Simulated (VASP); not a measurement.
# Te (R-3m) in VASP: notebook

The runs below take Te through relaxation of cell and atoms, with PBE, PBEsol, RPBE.

Everything below comes from runs of VASP 6.6.1. Logs are shortened: lines on timing, memory, paths and dates and some standing lists are left out, and cuts for length are marked.

**1. The crystal as given**

It takes space group R-3m (No. 166, trigonal). The conventional cell has a = 4.612 Å, b = 4.612 Å, c = 5.073 Å, α = 90.00°, β = 90.00°, γ = 120.00°. Te (site symmetry -3m) has 6 Te at 3.15 Å as nearest neighbours.

This isn't the form of Te at room conditions, which is trigonal, of chains.

**2. Relaxation of cell and atoms, PBE**

File INCAR:

```
SYSTEM = Te
  ALGO = Normal
  EDIFF = 1E-7
  EDIFFG = -0.01
  ENCUT = 600
  GGA = PE
  IBRION = 2
  ISIF = 3
  ISMEAR = -1
  LASPH = .TRUE.
  LCHARG = .FALSE.
  LREAL = .FALSE.
  LWAVE = .FALSE.
  NELM = 80
  NSW = 40
  PREC = Accurate
  SIGMA = 0.05
```

File KPOINTS:

```
k-points
0
G
  9 9 9
  0 0 0
```

File POSCAR:

```
Te
1.0
    2.3059043427      1.3313144930      1.6909537039
   -2.3059043427      1.3313144930      1.6909537039
    0.0000000000     -2.6626289860      1.6909537039
Te
1
Direct
    0.5000000000      0.5000000000      0.5000000000
```

Potentials or basis: VASP PAW PBE potentials, release 64 (Te).

Command:

```bash
$ cat potpaw_PBE.64/Te/POTCAR > POTCAR
$ mpirun -np 1 vasp_std > vasp.out
```

OUTCAR:

```text
SYSTEM = Te
   EDIFF = 1E-7
   EDIFFG = -0.01
   ENCUT = 600
   GGA = PE
   IBRION = 2
   ISIF = 3
   ISMEAR = -1
   LASPH = .TRUE.
   LREAL = .FALSE.
   NELM = 80
   NSW = 40
   PREC = Accurate

 ion  position               nearest neighbor table
   1  0.500  0.500  0.500-

  LATTYP: Found a trigonal (rhomboedric) cell.
 ALAT       =     3.1541904739
 COS(alpha) =    -0.0688991668

  Lattice vectors:

 A1 = (   2.3059043427,   1.3313144930,   1.6909537039)
 A2 = (  -2.3059043427,   1.3313144930,   1.6909537039)
 A3 = (   0.0000000000,  -2.6626289860,   1.6909537039)

Analysis of symmetry for initial positions (statically):
=====================================================================
 Subroutine PRICEL returns:
 Original cell was already a primitive cell.

 Routine SETGRP: Setting up the symmetry group for a
 trigonal (rhombohedral) supercell.

 Subroutine GETGRP returns: Found 12 space group operations
 (whereof 12 operations were pure point group operations)
 out of a pool of 12 trial point group operations.

The static configuration has the point symmetry D_3d.

Analysis of symmetry for dynamics (positions and initial velocities):
=====================================================================
 Subroutine PRICEL returns:
 Original cell was already a primitive cell.

 Routine SETGRP: Setting up the symmetry group for a
 trigonal (rhombohedral) supercell.

 Subroutine GETGRP returns: Found 12 space group operations
 (whereof 12 operations were pure point group operations)
 out of a pool of 12 trial point group operations.

The dynamic configuration has the point symmetry D_3d.

 Subroutine INISYM returns: Found 12 space group operations
 (whereof 12 operations are pure point group operations),
 and found     1 'primitive' translations

----------------------------------------------------------------------------------------

                                     Primitive cell

  volume of cell :      31.1462

  direct lattice vectors                    reciprocal lattice vectors
     2.305904343  1.331314493  1.690953704     0.216834667  0.125189553  0.197127415
    -2.305904343  1.331314493  1.690953704    -0.216834667  0.125189553  0.197127415
     0.000000000 -2.662628986  1.690953704     0.000000000 -0.250379107  0.197127415

  length of vectors
     3.154190474  3.154190474  3.154190474     0.318667405  0.318667405  0.318667405

  position of ions in fractional coordinates (direct lattice)
     0.500000000  0.500000000  0.500000000

  ion indices of the primitive-cell ions
   primitive index   ion index
                 1           1

----------------------------------------------------------------------------------------

 KPOINTS: k-points

Automatic generation of k-mesh.
 Grid dimensions read from file:
 generate k-points for:    9    9    9

 Generating k-lattice:

  Cartesian coordinates                     Fractional coordinates (reciprocal lattice)
     0.024092741  0.013909950  0.021903046     0.111111111  0.000000000  0.000000000
    -0.024092741  0.013909950  0.021903046     0.000000000  0.111111111  0.000000000
     0.000000000 -0.027819901  0.021903046     0.000000000  0.000000000  0.111111111

  Length of vectors
     0.035407489  0.035407489  0.035407489

  Shift w.r.t. Gamma in fractional coordinates (k-lattice)
     0.000000000  0.000000000  0.000000000

 Subroutine IBZKPT returns following result:
 ===========================================

 Found     85 irreducible k-points:

 Following reciprocal coordinates:
            Coordinates               Weight
  0.000000  0.000000  0.000000      1.000000
  0.111111  0.000000  0.000000      6.000000
  0.222222  0.000000  0.000000      6.000000
  0.333333  0.000000  0.000000      6.000000
  0.444444  0.000000  0.000000      6.000000
  0.111111  0.111111  0.000000      6.000000
[... 16 lines left out ...]
 -0.333333  0.333333  0.000000      6.000000
  0.444444  0.444444  0.000000      6.000000
 [... further k-points ...]
   k-points           NKPTS =     85   k-points in BZ     NKDIM =     85   number of bands    NBANDS=      7
   number of dos      NEDOS =    301   number of ions     NIONS =      1
   total plane-waves  NPLWV =  21952
   dimension x,y,z NGX =    28 NGY =   28 NGZ =   28
   dimension x,y,z NGXF=    56 NGYF=   56 NGZF=   56
   ions per type =               1
   NGX,Y,Z   is equivalent  to a cutoff of  14.76, 14.76, 14.76 a.u.
   NGXF,Y,Z  is equivalent  to a cutoff of  29.52, 29.52, 29.52 a.u.
 SYSTEM =  Te
   PREC   = accura    normal or accurate (medium, high low for compatibility)
   ISTART =      0    job   : 0-new  1-cont  2-samecut
   ICHARG =      2    charge: 1-file 2-atom 10-const
   ISPIN  =      1    spin polarized calculation?
   LNONCOLLINEAR =      F non collinear calculations
   LSORBIT =      F    spin-orbit coupling
   LASPH  =      T    aspherical Exc in radial PAW
   ENCUT  =  600.0 eV  44.10 Ry    6.64 a.u.   6.30  6.30  6.30*2*pi/ulx,y,z
   NELM   =     80;   NELMIN=  2; NELMDL= -5     # of ELM steps
   EDIFF  = 0.1E-06   stopping-criterion for ELM
   LREAL  =      F    real-space projection
   EDIFFG = -.1E-01   stopping-criterion for IOM
   NSW    =     40    number of steps for IOM
   IBRION =      2    ionic relax: 0-MD 1-quasi-New 2-CG
   NFREE  =      1    steps in history (QN), initial steepest desc. (CG)
   ISIF   =      3    stress and relaxation
   ISYM   =      2    0-nonsym 1-usesym 2-fastsym
   POTIM  = 0.5000    time-step for ionic-motion
   TEBEG  =    0.0;   TEEND  =   0.0 temperature during run
   PSTRESS=    0.0 pullay stress
   NELECT =       6.0000    total number of electrons
   NUPDOWN=      -1.0000    fix difference up-down
   EMIN   =  10.00;   EMAX   =-10.00  energy-range for DOS
   EFERMI =   0.00;   METHOD = LEGACY
   ISMEAR =    -1;   SIGMA  =   0.05  broadening in eV -4-tet -1-fermi 0-gaus
   EFERMI_NEDOS =   21; number of points for ismear=-14 and -15
   IALGO  =     38    algorithm
   IMIX   =      4    mixing-type and parameters
     AMIX     =   0.40;   BMIX     =  1.00
     AMIX_MAG =   1.60;   BMIX_MAG =  1.00
  volume/ion in A,a.u.               =      31.15       210.18
  Fermi-wavevector in a.u.,A,eV,Ry     =   0.945490  1.786717 12.162947  0.893951
  Thomas-Fermi vector in A             =   2.073397
   LORBIT       =      0    0 simple, 1 ext, 2 COOP (PROOUT), +10 PAW based schemes
   GGA     = PE    functional components
   LHFCALC =     F    Hartree Fock is set to
   AEXX    =    0.0000 exact exchange contribution
   IVDW    =     0    specifies the selected vdW correction
   LEPSILON=     F    determine dielectric tensor
   LRPA    =     F    only Hartree local field effects (RPA)
 conjugate gradient relaxation of ions
 non-spin polarized calculation
  energy-cutoff  :      600.00
  volume of cell :       31.15
 maximum number of plane-waves:      1069
 NGX is ok and might be reduce to    28
   NGX = 13   NGY = 13   NGZ = 13

--------------------------------------- Ionic step        1  -------------------------------------------

 number of electron       5.9999999 magnetization

 Free energy of the ion-electron system (eV)
  ---------------------------------------------------
  ext. energy  EPLUGINS =         0.00000000
  ---------------------------------------------------
  free energy    TOTEN  =        -3.08838107 eV

  energy without entropy =       -3.08297677  energy(sigma->0) =       -3.08567892

------------------------ aborting loop because EDIFF is reached ----------------------------------------

  FORCE on cell =-STRESS in cart. coord.  units (eV):
  Direction    XX          YY          ZZ          XY          YZ          ZX
  --------------------------------------------------------------------------------------
  -------------------------------------------------------------------------------------
  Total        0.4978240      0.4978240      0.5109630      0.0000000      0.0000000      0.0000000
  in kB       25.6083417     25.6083417     26.2842195      0.0000000      0.0000000      0.0000000
  external PRESSURE =      25.8336343 kB  Pullay stress =       0.0000000 kB
[... 265 lines left out ...]
  energy  without entropy=       -3.0973661808  energy(sigma->0) =       -3.10019036

--------------------------------------- Ionic step        9  -------------------------------------------

 number of electron       6.0000001 magnetization

 Free energy of the ion-electron system (eV)
  ---------------------------------------------------
  ext. energy  EPLUGINS =         0.00000000
  ---------------------------------------------------
  free energy    TOTEN  =        -3.10337142 eV

  energy without entropy =       -3.09777394  energy(sigma->0) =       -3.10057268

 E-fermi :   6.3994     XC(G=0):  -9.2618

 val. band max:        6.3883532723   @ k =  -0.1111   0.1111   0.0000
 cond. band min:       6.4075188253   @ k =  -0.1111   0.1111   0.1111
 fundamental gap:      0.0191655530
 Fermi energy:         6.3994323857

 k-point     1 :       0.0000    0.0000    0.0000
  band No.  band energies     occupation
      1      -7.1842      2.00000
      2       7.4511      0.00000
      3       7.6284      0.00000
      4       7.6284      0.00000
      5      12.4413      0.00000
      6      12.4413      0.00000
      7      12.8650      0.00000
[... 221 lines left out ...]
 k-point    24 :       0.4444    0.4444    0.0000
  band No.  band energies     occupation
      1      -3.9071      2.00000
      2       1.9894      2.00000
      3       2.2418      2.00000
      4       8.9251      0.00000
      5      10.0809      0.00000
      6      16.7369      0.00000
      7      18.6663      0.00000

 [... further k-points ...]

------------------------ aborting loop because EDIFF is reached ----------------------------------------

  FORCE on cell =-STRESS in cart. coord.  units (eV):
  Direction    XX          YY          ZZ          XY          YZ          ZX
  --------------------------------------------------------------------------------------
  -------------------------------------------------------------------------------------
  Total        0.0003015      0.0003015      0.0030995      0.0000000      0.0000000      0.0000000
  in kB        0.0147104      0.0147104      0.1512123      0.0000000      0.0000000      0.0000000
  external PRESSURE =       0.0602110 kB  Pullay stress =       0.0000000 kB
[... 16 lines left out ...]
  FREE ENERGIE OF THE ION-ELECTRON SYSTEM (eV)
  ---------------------------------------------------
  free  energy   TOTEN  =        -3.1033714178 eV

  energy  without entropy=       -3.0977739361  energy(sigma->0) =       -3.10057268

 reached required accuracy - stopping structural energy minimisation
```

It took 71 s on 1 thread of AMD EPYC 9R45 (Zen 5), shared host; peak memory 0.14 GiB.

Results:

| Property | Result |
| --- | --- |
| Free energy | -3.1034 eV |
| Relaxed volume | 32.84 Å³/atom |
| Relaxed cell | a = 3.204 Å, b = 3.204 Å, c = 3.204 Å, α = 91.55°, β = 91.55°, γ = 91.55° |
| Space group after relaxing (to 0.05 Å) | R-3m (No. 166) |
| Energy gained by relaxing | 15.0 meV/atom |
| Ionic steps | 9 |
| Pressure after relaxing | 0.0 GPa |
| Band gap on the k mesh | none (metal or under the smearing width) |

The path:
```csv
step,energy change (eV),largest force (eV/Å),pressure (GPa),volume (Å³)
1,0.0000,0.0000,2.58,31.15
2,-0.0082,0.0000,-1.19,33.47
3,-0.0114,0.0000,0.00,32.63
4,-0.0120,0.0000,0.00,32.66
5,-0.0135,0.0000,-0.03,32.75
6,-0.0149,0.0000,-0.13,32.92
7,-0.0149,0.0000,-0.14,32.94
8,-0.0146,0.0000,0.43,32.58
9,-0.0150,0.0000,0.01,32.84
```

Final structure:
```
Te
1.0
     2.29578    1.32547    1.79871
    -2.29578    1.32547    1.79871
     0.00000   -2.65093    1.79871
Te
1
Direct
  0.50000 0.50000 0.50000
```

The run has no spin-orbit coupling, so splittings on Te are missing.

**3. Relaxation of cell and atoms, PBEsol**

Changes to INCAR since step 2:

```diff
@@ -5,3 +5,3 @@
   ENCUT = 600
-  GGA = PE
+  GGA = PS
   IBRION = 2
```

KPOINTS is that of step 2.

POSCAR is that of step 2.

Potentials or basis: VASP PAW PBE potentials, release 64 (Te).

Command:

```bash
$ cat potpaw_PBE.64/Te/POTCAR > POTCAR
$ mpirun -np 1 vasp_std > vasp.out
```

Run time: 72 s. Hardware: 1 thread of AMD EPYC 9R45 (Zen 5), shared host; peak memory 0.15 GiB.

Results (log left out):

* Free energy: -3.5061 eV
* Relaxed volume: 31.33 Å³/atom
* Relaxed cell: a = 3.154 Å, b = 3.154 Å, c = 3.154 Å, α = 92.04°, β = 92.04°, γ = 92.04°
* Space group after relaxing (to 0.05 Å): R-3m (No. 166)
* Energy gained by relaxing: 1.0 meV/atom
* Ionic steps: 13
* Pressure after relaxing: 0.0 GPa
* Band gap on the k mesh: none (metal or under the smearing width)

Step by step:
| step | energy change (eV) | largest force (eV/Å) | pressure (GPa) | volume (Å³) |
| --- | --- | --- | --- | --- |
| 1 | 0.0000 | 0.0000 | -0.04 | 31.15 |
| 2 | 0.0000 | 0.0000 | 0.04 | 31.11 |
| 3 | 0.0000 | 0.0000 | 0.08 | 31.09 |
| 4 | 0.0000 | 0.0000 | 0.08 | 31.10 |
| 5 | -0.0001 | 0.0000 | 0.07 | 31.11 |
| 6 | -0.0002 | 0.0000 | 0.06 | 31.15 |
| 7 | -0.0005 | 0.0000 | 0.04 | 31.21 |
| 8 | -0.0009 | 0.0000 | -0.06 | 31.33 |
| 9 | -0.0001 | 0.0000 | -0.31 | 31.54 |
| 10 | -0.0009 | 0.0000 | -0.11 | 31.37 |
| 11 | -0.0010 | 0.0000 | -0.03 | 31.34 |
| 12 | -0.0010 | 0.0000 | -0.05 | 31.35 |
| 13 | -0.0010 | 0.0000 | -0.02 | 31.33 |

Final structure:
```cif
data_structure
_symmetry_space_group_name_H-M 'P 1'
_symmetry_Int_Tables_number 1
_cell_length_a 3.1545
_cell_length_b 3.1545
_cell_length_c 3.1545
_cell_angle_alpha 92.038
_cell_angle_beta 92.038
_cell_angle_gamma 92.038
_cell_volume 31.33
loop_
_atom_site_label
_atom_site_type_symbol
_atom_site_fract_x
_atom_site_fract_y
_atom_site_fract_z
_atom_site_occupancy
Te1 Te 0.50000 0.50000 0.50000 1
```

Levels at points of the mesh, in eV from the Fermi level:
```tsv
k point	band 1	band 2	band 3	band 4	band 5	band 6	band 7
(0.00, 0.00, 0.00)	-13.97	1.07	1.30	1.30	5.99	5.99	6.48
```

Caveat: the PAW data sets were made with another functional, which shifts forces and pressure a little.

**4. Relaxation of cell and atoms, RPBE**

Changes to INCAR since step 3:

```diff
@@ -5,3 +5,3 @@
   ENCUT = 600
-  GGA = PS
+  GGA = RP
   IBRION = 2
```

KPOINTS is that of step 3.

POSCAR is that of step 3.

Command:

```bash
$ cat potpaw_PBE.64/Te/POTCAR > POTCAR
$ mpirun -np 1 vasp_std > vasp.out
```

Wall time 74 s (1 thread of AMD EPYC 9R45 (Zen 5), shared host); peak memory 0.14 GiB.

The run converged. Its results:

```
Free energy                            : -2.7339 eV
Relaxed volume                         : 33.76 Å³/atom
Relaxed cell                           : a = 3.232 Å, b = 3.232 Å, c = 3.232 Å, α = 90.85°, β = 90.85°, γ = 90.85°
Space group after relaxing (to 0.05 Å) : R-3m (No. 166)
Energy gained by relaxing              : 31.8 meV/atom
Ionic steps                            : 9
Pressure after relaxing                : 0.0 GPa
Band gap on the k mesh                 : none (metal or under the smearing width)
```

The path:
| step | energy change (eV) | largest force (eV/Å) | pressure (GPa) | volume (Å³) |
| --- | --- | --- | --- | --- |
| 1 | 0.0000 | 0.0000 | 3.89 | 31.15 |
| 2 | -0.0210 | 0.0000 | -1.44 | 34.68 |
| 3 | -0.0265 | 0.0000 | 0.00 | 33.49 |
| 4 | -0.0276 | 0.0000 | 0.00 | 33.54 |
| 5 | -0.0302 | 0.0000 | -0.05 | 33.67 |
| 6 | -0.0317 | 0.0000 | -0.16 | 33.88 |
| 7 | -0.0317 | 0.0000 | -0.15 | 33.88 |
| 8 | -0.0315 | 0.0000 | 0.37 | 33.49 |
| 9 | -0.0318 | 0.0000 | 0.00 | 33.76 |

Final structure:
```yaml
crystal:
  lattice:
    - [2.30249, 1.32934, 1.83824]
    - [-2.30249, 1.32934, 1.83824]
    - [0.00000, -2.65868, 1.83824]
  atoms:
    - { symbol: Te, position: [0.50000, 0.50000, 0.50000] }
```

Levels at points of the mesh, in eV from the Fermi level:
| k point | band 1 | band 2 | band 3 | band 4 | band 5 | band 6 |
| --- | --- | --- | --- | --- | --- | --- |
| (0.00, 0.00, 0.00) | -13.36 | 1.08 | 1.17 | 1.17 | 6.05 | 6.05 |

Caveat: the PAW data sets were made with another functional, which shifts forces and pressure a little.

**5. Overview**

| level | gap on the mesh (eV) | pressure (GPa) | relaxed volume (Å³/atom) |
| --- | --- | --- | --- |
| PBE | none | 0.0 | 32.84 |
| PBEsol | none | 0.0 | 31.33 |
| RPBE | none | 0.0 | 33.76 |

Alike in all rows: task relaxation of cell and atoms; potentials or basis VASP PAW PBE potentials, release 64 (Te); no spin polarisation; cell relaxed; k mesh 9 × 9 × 9; cutoff (eV) 600; smearing fermi-dirac 0.05 eV.

Caveats: the PAW data sets were made with another functional, which shifts forces and pressure a little (some runs).

Total energies depend on the potentials used, so only differences within one code and one set of settings carry meaning.
